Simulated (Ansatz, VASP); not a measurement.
This is a calculation of ZnO (zincite) for Ansatz 0.2.0. 

input.yaml

```yaml
crystal:
  lattice:
    - [3.249308, 0.0, 0.0]
    - [-1.624654, 2.8139832727, 0.0]
    - [0.0, 0.0, 5.205709]
  atoms:
    - { symbol: Zn, position: [0.6666666667, 0.3333333333, 0.0] }
    - { symbol: Zn, position: [0.3333333333, 0.6666666667, 0.5] }
    - { symbol: O, position: [0.3333333333, 0.6666666667, 0.87901] }
    - { symbol: O, position: [0.6666666667, 0.3333333333, 0.37901] }
hamiltonian:
  xc: pbesol
  pseudopotentials: { kind: paw }
kpoints:
  mp_grid: { grid: [9, 9, 5] }
scf:
  occupations: { method: fermi_dirac, width: 0.05 }
output:
  forces: true
  stress: true
relax:
  f_tol: 0.01
  max_steps: 40
  cell: { stress_tol: 0.05 }
```

Potentials or basis: Ansatz PAW.

Run with:

```console
$ ansatz run input.yaml --threads 2 --pin off --max-ram 5632MiB --backend cpu --events-out ev --progress --plain --runs-dir out
```

Set up the same calculation for VASP 6.6.1. Potentials or basis there: PBE PAW files O, Zn, 600 eV.

As run (cutoffs and basis follow the program's own potentials, and thresholds, step limits or extra output files can differ):

INCAR

```
SYSTEM = ZnO
ALGO = Normal
EDIFF = 1E-7
EDIFFG = -0.02
ENCUT = 600
GGA = PS
IBRION = 2
ISIF = 3
ISMEAR = -1
LASPH = .TRUE.
LCHARG = .FALSE.
LREAL = .FALSE.
LWAVE = .FALSE.
NELM = 100
NSW = 60
PREC = Accurate
SIGMA = 0.05
```

The input KPOINTS:

```
k-points
0
G
  9 9 5
  0 0 0
```

Contents of POSCAR:

```
ZnO
1.0
    3.2493080000      0.0000000000      0.0000000000
   -1.6246540000      2.8139832727      0.0000000000
    0.0000000000      0.0000000000      5.2057090000
Zn O
2 2
Direct
    0.6666666667      0.3333333333      0.0000000000
    0.3333333333      0.6666666667      0.5000000000
    0.3333333333      0.6666666667      0.8790100000
    0.6666666667      0.3333333333      0.3790100000
```

Potentials or basis: VASP PAW PBE potentials, release 64 (Zn, O).

The run is started by

```sh
$ cat potpaw_PBE.64/Zn/POTCAR potpaw_PBE.64/O/POTCAR > POTCAR
$ mpirun -np 1 vasp_std > vasp.out
```

Both were run:

|  | Ansatz | VASP |
| --- | --- | --- |
| Relaxed volume | 11.78 Å³/atom | 11.84 Å³/atom |
| Relaxed cell | a = 3.230 Å, b = 3.230 Å, c = 5.214 Å, α = 90.00°, β = 90.00°, γ = 120.00° | a = 3.239 Å, b = 3.239 Å, c = 5.213 Å, α = 90.00°, β = 90.00°, γ = 120.00° |
| Space group after relaxing | P6_3mc (No. 186) | P6_3mc (No. 186) |
| Pressure after relaxing | 0.0 GPa | 0.1 GPa |

Ansatz's pressure holds a Pulay term of +0.77 GPa for its cutoff of 420 eV, which the other run lacks.

Ansatz's potentials were made for PBE. VASP's potentials were made for PBE.

Where Ansatz's input types no cutoff or centring, it takes its own default and a Γ-centred mesh.

Pressure is positive in compression.
